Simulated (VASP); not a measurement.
NaH: single point with PBE

Crystal: NaH.

```
Na H
1.0
     0.00000    2.39751    2.39751
     2.39751    0.00000    2.39751
     2.39751    2.39751    0.00000
Na H
1 1
Direct
  0.00000 0.00000 0.00000
  0.50000 0.50000 0.50000
```

```
Program             : VASP 6.6.1
Task                : single point
Functional          : PBE
Potentials or basis : VASP PAW PBE potentials, release 64 (Na_pv, H)
Cutoff              : 520 eV
k mesh              : 10 × 10 × 10
Occupations         : fermi-dirac, width 0.02 eV
Spin                : no spin polarisation
```

```
Pressure               : 0.5 GPa
Band gap on the k mesh : 3.82 eV, indirect (least direct gap 4.67 eV)
```

Levels at points of the mesh, in eV from the valence-band top:
```
           k point  band 1  band 2  band 3  band 4  band 5  band 6  band 7  band 8
(0.00, 0.00, 0.00)  -22.04  -22.04  -22.04   -3.67   10.64   15.80   15.80   15.80
(0.50, 0.00, 0.00)  -22.14  -22.06  -22.06   -0.85    3.82   10.96   13.55   13.55
(0.50, 0.50, 0.00)  -22.13  -22.08  -22.08   -0.16    4.70   10.14   10.84   10.84
```

Run time: 15 s on 1 thread of Intel(R) Xeon(R) Platinum 8375C CPU @ 2.90GHz (Ice Lake) (shared host), peak memory 0.15 GiB.

A k mesh can miss the band edges. A hybrid or GW would open this gap; PBE tends to underestimate it.
